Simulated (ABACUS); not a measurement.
# MnS (P6_3mc) in ABACUS: further runs

Aim: see how the results for MnS move with the level of theory and the settings. Levels: PBEsol, r2SCAN. Tasks: single point.

All numbers are computed with ABACUS 3.10.1; they aren't measurements. Logs are shortened: lines on timing, memory, paths and dates and some standing lists are left out, and cuts for length are marked.

## (1) The structure

The structure is hexagonal, space group P6_3mc (No. 186). Conventional cell: a = 3.954 Å, b = 3.954 Å, c = 6.343 Å, α = 90.00°, β = 90.00°, γ = 120.00°. Mn (site symmetry 3m) is surrounded by 4 S at 2.36 to 2.42 Å. S (site symmetry 3m) has 4 Mn at 2.36 to 2.42 Å as nearest neighbours.

The cell is a database's computed one.

## (2) Single point, PBEsol, collinear spin, ferromagnetic start

The input, run_abacus.py:

```python
"""ABACUS run from a structure file: ASE reads it, the script writes STRU, KPT and INPUT."""
import re
import subprocess
from ase.io import read
from ase.units import Bohr

atoms = read("POSCAR")
atoms = atoms[(-atoms.numbers).argsort(kind="stable")]  # ABACUS lists atoms element by element
pseudo = {'Mn': '25_Mn_15_1.8_2.3_pbe_n_v1.0.upf', 'S': '16_S_6_1.8_1.9_pbe_n_v1.0.upf'}
orbital = {}
magmoms = [4.0, 4.0, 0.0, 0.0]
kmesh = [6, 6, 3]
params = {
    'suffix': 'MnS',
    'calculation': 'scf',
    'basis_type': 'pw',
    'pseudo_dir': './',
    'symmetry': 1,
    'dft_functional': 'pbesol',
    'ecutwfc': 97,
    'pseudo_rcut': 7,
    'nspin': 2,
    'nbands': 36,
    'ks_solver': 'dav',
    'smearing_method': 'fd',
    'smearing_sigma': 0.00367493,
    'scf_thr': 1e-08,
    'scf_nmax': 100,
    'mixing_type': 'broyden',
    'mixing_beta': 0.4,
    'cal_force': 1,
    'cal_stress': 1,
    'out_chg': 1,
    'out_pot': 2,
    'out_elf': 1,
}

symbols = atoms.get_chemical_symbols()
elements = list(dict.fromkeys(symbols))
lines = ["ATOMIC_SPECIES"] + [f"{e} {atoms.get_masses()[symbols.index(e)]:.4f} {pseudo[e]}" for e in elements]
if orbital:
    lines += ["", "NUMERICAL_ORBITAL"] + [orbital[e] for e in elements]
lines += ["", "LATTICE_CONSTANT", f"{1 / Bohr:.10f}", "", "LATTICE_VECTORS"]
lines += [" ".join(f"{x:.10f}" for x in v) for v in atoms.cell]
lines += ["", "ATOMIC_POSITIONS", "Direct"]
for e in elements:
    lines += ["", e, "0.0", str(symbols.count(e))]
    for i, p in enumerate(atoms.get_scaled_positions(wrap=False)):
        if symbols[i] == e:
            mag = "" if magmoms is None else " mag " + " ".join(str(x) for x in (magmoms[i] if isinstance(magmoms[i], list) else [magmoms[i]]))
            lines.append(" ".join(f"{x:.10f}" for x in p) + " 1 1 1" + mag)
open("STRU", "w").write("\n".join(lines) + "\n")
open("KPT", "w").write("K_POINTS\n0\nGamma\n%d %d %d 0 0 0\n" % tuple(kmesh))
open("INPUT", "w").write("INPUT_PARAMETERS\n" + "".join(f"{k:<20s}{v}\n" for k, v in params.items()))

done = subprocess.run(['mpirun', '-np', '4', 'abacus'])
if done.returncode:
    raise SystemExit(done.returncode)
log = open("OUT.MnS/running_scf.log").read()
print("final energy (eV):", re.findall(r"FINAL_ETOT_IS (\S+)", log))
```

The input, POSCAR:

```
MnS
1.0
    3.9535769233      0.0000000000      0.0000000000
   -1.9767884617      3.4238980514      0.0000000000
    0.0000000000      0.0000000000      6.3425288600
Mn S
2 2
Direct
    0.6666666667      0.3333333333      0.4988446700
    0.3333333333      0.6666666667      0.9988446700
    0.3333333333      0.6666666667      0.6261543000
    0.6666666667      0.3333333333      0.1261543000
```

Potentials or basis: SPMS ONCV 1.0 PBE, plane waves.

Run with:

```sh
$ OMP_NUM_THREADS=1 python run_abacus.py > log
```

running log:

```text
ABACUS v3.10.1

               Atomic-orbital Based Ab-initio Computation at UStc

 ------------------------------------------------------------------------------------

 READING GENERAL INFORMATION
                           global_out_dir = OUT.MnS/
                           global_in_card = INPUT
                               pseudo_dir = ./
                              orbital_dir =
                                    DSIZE = 4
                                    GSIZE = 1

 READING UNITCELL INFORMATION
                                    ntype = 2
                  lattice constant (Bohr) = 1.88973
              lattice constant (Angstrom) = 1

 READING ATOM TYPE 1
                               atom label = Mn
                      L=0, number of zeta = 1
                      L=1, number of zeta = 1
                      L=2, number of zeta = 1
             number of atom for this type = 2
               magnetization of element 1 = 4

 READING ATOM TYPE 2
                               atom label = S
                      L=0, number of zeta = 1
                      L=1, number of zeta = 1
                      L=2, number of zeta = 1
             number of atom for this type = 2
               magnetization of element 2 = 0

                        TOTAL ATOM NUMBER = 4
DIRECT COORDINATES
    atom                   x                   y                   z     mag                  vx                  vy                  vz
taud_Mn1            0.6666666667        0.3333333333        0.4988446700  4.0000        0.0000000000        0.0000000000        0.0000000000
taud_Mn2            0.3333333333        0.6666666667        0.9988446700  4.0000        0.0000000000        0.0000000000        0.0000000000
taud_S1            0.3333333333        0.6666666667        0.6261543000  0.0000        0.0000000000        0.0000000000        0.0000000000
taud_S2            0.6666666667        0.3333333333        0.1261543000  0.0000        0.0000000000        0.0000000000        0.0000000000

                          Volume (Bohr^3) = 579.389
                             Volume (A^3) = 85.8565

 Lattice vectors: (Cartesian coordinate: in unit of a_0)
             +3.95358                  +0                  +0
             -1.97679             +3.4239                  +0
                   +0                  +0            +6.34253
 Reciprocal vectors: (Cartesian coordinate: in unit of 2 pi/a_0)
            +0.252936           +0.146032                  -0
                   -0           +0.292065                  -0
                   +0                  -0           +0.157666
 The esolver type has been set to : ksdft_pw

                PAO radial cut off (Bohr) = 7

 Read in pseudopotential file is 25_Mn_15_1.8_2.3_pbe_n_v1.0.upf
                     pseudopotential type = NC
          exchange-correlation functional = PBE
                 nonlocal core correction = 1
                        valence electrons = 15
                                     lmax = 2
                           number of zeta = 4
                     number of projectors = 6
                           L of projector = 0
                           L of projector = 0
                           L of projector = 1
                           L of projector = 1
                           L of projector = 2
                           L of projector = 2
 XC functional updated to : pbesol
          exchange-correlation functional = PBESOL
                PAO radial cut off (Bohr) = 7

 Read in pseudopotential file is 16_S_6_1.8_1.9_pbe_n_v1.0.upf
                     pseudopotential type = NC
          exchange-correlation functional = PBE
                 nonlocal core correction = 1
                        valence electrons = 6
                                     lmax = 2
                           number of zeta = 2
                     number of projectors = 6
                           L of projector = 0
                           L of projector = 0
                           L of projector = 1
                           L of projector = 1
                           L of projector = 2
                           L of projector = 2
 XC functional updated to : pbesol
          exchange-correlation functional = PBESOL
     initial pseudo atomic orbital number = 28
 The readin total magnetization is 8

 SETUP THE ELECTRONS NUMBER
            electron number of element Mn = 15
      total electron number of element Mn = 30
             electron number of element S = 6
       total electron number of element S = 12
            AUTOSET number of electrons:  = 42
                           occupied bands = 21
                                   NBANDS = 36
                                   NLOCAL = 36

%%%%%%%%%%%%%%%%%%%%%%%%%%%%%%%%%%%%%%%%%%%%%%%%%%%%%%%%%%%%%%%%%%%%%%%%%%%%%%%%%%%%%%%%%%%%%%%%%%%%%%%%%%
 Warning: the number of valence electrons in pseudopotential > 7 for Mn: [Ar] 3d5 4s2
 Pseudopotentials with additional electrons can yield (more) accurate outcomes, but may be less efficient.
 If you're confident that your chosen pseudopotential is appropriate, you can safely ignore this warning.
[... 99 lines left out ...]
     IBZ    DIRECT_X    DIRECT_Y    DIRECT_Z  WEIGHT  ibz2bz
       1  0.00000000  0.00000000  0.00000000  0.0093       0
       2 -0.16666667  0.16666667  0.00000000  0.0556       1
       3 -0.33333333  0.33333333  0.00000000  0.0556       2
       4  0.50000000  0.50000000  0.00000000  0.0278       3
       5 -0.16666667  0.33333333  0.00000000  0.0556       7
       6  0.50000000  0.33333333  0.00000000  0.1111       8
       7  0.33333333  0.33333333  0.00000000  0.0185      14
       8  0.00000000  0.00000000  0.33333333  0.0185      36
       9 -0.16666667  0.16666667  0.33333333  0.1111      37
      10 -0.33333333  0.33333333  0.33333333  0.1111      38
      11  0.50000000  0.50000000  0.33333333  0.0556      39
      12 -0.16666667  0.33333333  0.33333333  0.1111      43
      13  0.50000000  0.33333333  0.33333333  0.2222      44
      14  0.33333333  0.33333333  0.33333333  0.0370      50

                               nkstot now = 14
[... K-POINTS DIRECT COORDINATES: 14 rows ...]

           k-point number in this process = 14
       minimum distributed K point number = 14
[... stars of the k points ...]
                             nks(nspin=2) = 28
                          nkstot(nspin=2) = 28

[... K-POINTS CARTESIAN COORDINATES: 28 rows ...]

[... K-POINTS DIRECT COORDINATES: 28 rows ...]

 SETUP PLANE WAVES FOR WAVE FUNCTIONS
     energy cutoff for wavefunc (unit:Ry) = 97
              fft grid for wave functions = [ 48, 48, 75 ]
                    number of plane waves = 11999
                         number of sticks = 439

 PARALLEL PW FOR WAVE FUNCTIONS
     PROC   COLUMNS(POT)             PW
        1            109           2999
        2            109           2999
        3            111           3001
        4            110           3000
 --------------- sum -------------------
        4            439          11999

 SETUP NONLOCAL PSEUDOPOTENTIALS IN PLANE WAVE BASIS
 Mn non-local projectors:
 projector 1 L=0
 projector 2 L=0
 projector 3 L=1
 projector 4 L=1
 projector 5 L=2
 projector 6 L=2
 S non-local projectors:
 projector 1 L=0
 projector 2 L=0
 projector 3 L=1
 projector 4 L=1
 projector 5 L=2
 projector 6 L=2
      TOTAL NUMBER OF NONLOCAL PROJECTORS = 72

 Init Non-Local PseudoPotential table :
 Init Non-Local-Pseudopotential done.

                                     npwx = 2371

 Make real space PAO into reciprocal space.
       max mesh points in Pseudopotential = 701
     dq(describe PAO in reciprocal space) = 0.01
                                    max q = 1186

 number of pseudo atomic orbitals for Mn is 4
WARNING: norm of atomic wavefunction # 3 of atomic type Mn is 0.999955, renormalized
WARNING: norm of atomic wavefunction # 4 of atomic type Mn is 0.995637, renormalized

 number of pseudo atomic orbitals for S is 2
WARNING: norm of atomic wavefunction # 1 of atomic type S is 0.999996, renormalized
WARNING: norm of atomic wavefunction # 2 of atomic type S is 0.999693, renormalized

 -------------------------------------------
 SELF-CONSISTENT
 -------------------------------------------
                                 init_chg = atomic

 PW ALGORITHM --------------- ION=   1  ELEC=   1--------------------------------

 Notice: Threshold on eigenvalues was too large.
 hsover_error=0.42 > DRHO=0.138036
 Origin diag ethr = 0.01
 New diag ethr = 0.000328656
          total magnetism (Bohr mag/cell) = 9.47719
       absolute magnetism (Bohr mag/cell) = 9.47722
                        nelec for spin up = 25.7386
                      nelec for spin down = 16.2614

 Density error is 0.138933277305
                          Error Threshold = 0.000328656157645
----------------------------------------------------------
     Energy           Rydberg                 eV
----------------------------------------------------------
 E_KohnSham     -466.2085286081      -6343.0924452662
 E_Harris       -464.1561276325      -6315.1680974178
 E_Fermi        0.5241036945         7.1307965884
----------------------------------------------------------
[... 151 lines left out ...]
 Density error is 3.93759492127e-09
                          Error Threshold = 5.51542932604e-11
----------------------------------------------------------
     Energy           Rydberg                 eV
----------------------------------------------------------
 E_KohnSham     -466.2320416851      -6343.4123570915
 E_KS(sigma->0) -466.2315580616      -6343.4057770555
 E_Harris       -466.2317482022      -6343.4083640518
 E_band         -51.5626238694       -701.5454884541
 E_one_elec     -285.6485315660      -3886.4476546299
 E_Hartree      154.3025353686       2099.3936968601
 E_xc           -79.8829387645       -1086.8631401829
 E_Ewald        -255.0021394762      -3469.4820990668
 E_entropy(-TS) -0.0009672471        -0.0131600718
 E_descf        0.0000000000         0.0000000000
 E_exx          0.0000000000         0.0000000000
 E_Fermi        0.5761671750         7.8391565802
----------------------------------------------------------

 charge density convergence is achieved
 final etot is -6343.4123571 eV
 EFERMI = 7.8391565802 eV
The vacuum level is 9.7573279385 eV

 STATE ENERGY(eV) AND OCCUPATIONS    NSPIN == 2
SPIN UP :
 1/14 kpoint (Cartesian) = 0.0000 0.0000 0.0000 (2342 pws)
       1       -73.7582     0.00925926
       2       -73.7580     0.00925926
       3       -42.8785     0.00925926
       4       -42.8785     0.00925926
       5       -42.8777     0.00925926
       6       -42.8777     0.00925926
[... 218 lines left out ...]
      35        17.7154    1.82591e-87
      36        18.2961        0.00000

[... levels at 22 further k points ...]

------------------------------------------------------------------------------------------
 TOTAL-FORCE (eV/Angstrom)
------------------------------------------------------------------------------------------
                       Mn1         0.0000000000         0.0000000000         0.2730419280
                       Mn2         0.0000000000         0.0000000000         0.2730419280
                        S1         0.0000000000         0.0000000000        -0.2730419280
                        S2         0.0000000000         0.0000000000        -0.2730419280
------------------------------------------------------------------------------------------

----------------------------------------------------------------
 TOTAL-STRESS (KBAR)
----------------------------------------------------------------
       -11.7171369413        -0.0000000002         0.0000000000
        -0.0000000002       -11.7171369413         0.0000000000
         0.0000000000         0.0000000000        12.7158902121
----------------------------------------------------------------
 TOTAL-PRESSURE: -3.572795 KBAR

 --------------------------------------------
 !FINAL_ETOT_IS -6343.4123570914534866 eV
 --------------------------------------------
```

Run time: 46 s. Hardware: 4 MPI ranks of Intel Xeon Platinum 8488C (Sapphire Rapids), shared host; peak memory 0.52 GiB.

What came out:

* Free energy: -6343.4124 eV
* Pressure: -0.4 GPa
* Largest force: 0.273 eV/Å
* Band gap on the k mesh: none (metal or under the smearing width)
* Net moment: 9.82 μB per cell
* Absolute moment: 9.82 μB per cell

Forces in eV/Å, atoms in the order of the input:
```
Mn   0.000  0.000  0.273
Mn   0.000  0.000  0.273
S    0.000  0.000 -0.273
S    0.000  0.000 -0.273
```

Levels at points of the mesh, in eV from the Fermi level:
Spin up:
| k point | band 23 | band 24 | band 25 | band 26 | band 27 | band 28 | band 29 | band 30 |
| --- | --- | --- | --- | --- | --- | --- | --- | --- |
| (0.00, 0.00, 0.00) | -0.85 | 0.20 | 0.27 | 0.27 | 0.96 | 2.62 | 5.59 | 5.59 |
| (0.50, 0.50, 0.00) | -2.44 | -2.31 | -1.21 | -0.75 | 3.34 | 3.55 | 4.24 | 6.07 |
Spin down:
```
           k point  band 12  band 13  band 14  band 15  band 16  band 17  band 18  band 19  band 20  band 21
(0.00, 0.00, 0.00)    -3.37    -3.35    -3.35    -3.34    -3.34     0.51     0.51     0.81     1.02     1.02
(0.50, 0.50, 0.00)    -4.73    -4.17    -3.54    -3.45    -3.30     0.04     0.23     0.71     0.92     0.97
```

Caveat: the potentials were made for another functional, which shifts forces and pressure; semilocal functionals often make such compounds metallic where correlation or magnetic order opens a gap, which also shifts bond lengths; only a ferromagnetic start was run, and an antiferromagnetic order may lie lower in energy. With open d or f shells a metallic result of PBEsol can be an artefact of self-interaction; +U or a hybrid may open a gap.

## (3) Single point, r2SCAN, collinear spin, ferromagnetic start

Edit run_abacus.py of step 2 so:

```diff
@@ -6,8 +6,8 @@
 
-atoms = read("POSCAR")
+atoms = read("MnS.cif")
 atoms = atoms[(-atoms.numbers).argsort(kind="stable")]  # ABACUS lists atoms element by element
-pseudo = {'Mn': '25_Mn_15_1.8_2.3_pbe_n_v1.0.upf', 'S': '16_S_6_1.8_1.9_pbe_n_v1.0.upf'}
+pseudo = {'Mn': 'Mn_ONCV_PBE-1.2.upf', 'S': 'S_ONCV_PBE-1.2.upf'}
 orbital = {}
 magmoms = [4.0, 4.0, 0.0, 0.0]
-kmesh = [6, 6, 3]
+kmesh = [5, 5, 3]
 params = {
@@ -18,4 +18,4 @@
     'symmetry': 1,
-    'dft_functional': 'pbesol',
-    'ecutwfc': 97,
+    'dft_functional': 'MGGA_X_R2SCAN+MGGA_C_R2SCAN',
+    'ecutwfc': 112,
     'pseudo_rcut': 7,
@@ -32,5 +32,5 @@
     'cal_stress': 1,
+    'mixing_tau': 1,
     'out_chg': 1,
-    'out_pot': 2,
-    'out_elf': 1,
+    'kpar': 4,
 }
```

The input, MnS.cif:

```cif
data_MnS
_cell_length_a 3.95357692
_cell_length_b 3.95357692
_cell_length_c 6.34252886
_cell_angle_alpha 90.00000000
_cell_angle_beta 90.00000000
_cell_angle_gamma 120.00000000
_space_group_name_H-M_alt 'P1'
_space_group_name_Hall 'P 1'
_space_group_IT_number 1
loop_
_space_group_symop_operation_xyz
'x,y,z'
loop_
_atom_site_label
_atom_site_type_symbol
_atom_site_symmetry_multiplicity
_atom_site_Wyckoff_symbol
_atom_site_fract_x
_atom_site_fract_y
_atom_site_fract_z
_atom_site_occupancy
Mn1 Mn 1 a 0.6666666667 0.3333333333 0.4988446700 1
Mn2 Mn 1 a 0.3333333333 0.6666666667 0.9988446700 1
S1 S 1 a 0.3333333333 0.6666666667 0.6261543000 1
S2 S 1 a 0.6666666667 0.3333333333 0.1261543000 1
```

Potentials or basis: SG15 ONCV 1.2 PBE, plane waves.

Run with:

```sh
$ OMP_NUM_THREADS=1 python run_abacus.py > log
```

Wall time 3 min (4 MPI ranks of Intel Xeon 6975P-C (Granite Rapids), shared host); peak memory 1.4 GiB.

Results (log left out):

```yaml
Free_energy: -5979.3383 eV
Pressure: 4.5 GPa
Largest_force: 0.330 eV/Å
Band_gap_on_the_k_mesh: 1.07 eV, indirect (least direct gap 1.51 eV)
Net_moment: 10.00 μB per cell
Absolute_moment: 10.00 μB per cell
```

Forces on the atoms (eV/Å):
```
Mn   0.000  0.000  0.330
Mn   0.000  0.000  0.330
S    0.000  0.000 -0.330
S    0.000  0.000 -0.330
```

Stress tensor (GPa, compression positive):
```
3.53 0.00 0.00
0.00 3.53 0.00
0.00 0.00 6.41
```

Levels at points of the mesh, in eV from the valence-band top:
Spin up:
| k point | band 24 | band 25 | band 26 | band 27 | band 28 | band 29 |
| --- | --- | --- | --- | --- | --- | --- |
| (0.00, 0.00, 0.00) | -0.04 | 0.00 | 0.00 | 1.51 | 3.17 | 6.26 |
Spin down:
```
           k point  band 12  band 13  band 14  band 15  band 16  band 17  band 18  band 19  band 20  band 21
(0.00, 0.00, 0.00)    -3.22    -3.22    -3.20    -3.17    -3.17     1.86     1.86     2.11     2.52     2.52
```

Caveat: the potentials were made for another functional, which shifts forces and pressure; an odd mesh through Γ misses points on the zone boundary, where band edges often lie; only a ferromagnetic start was run, and an antiferromagnetic order may lie lower in energy.
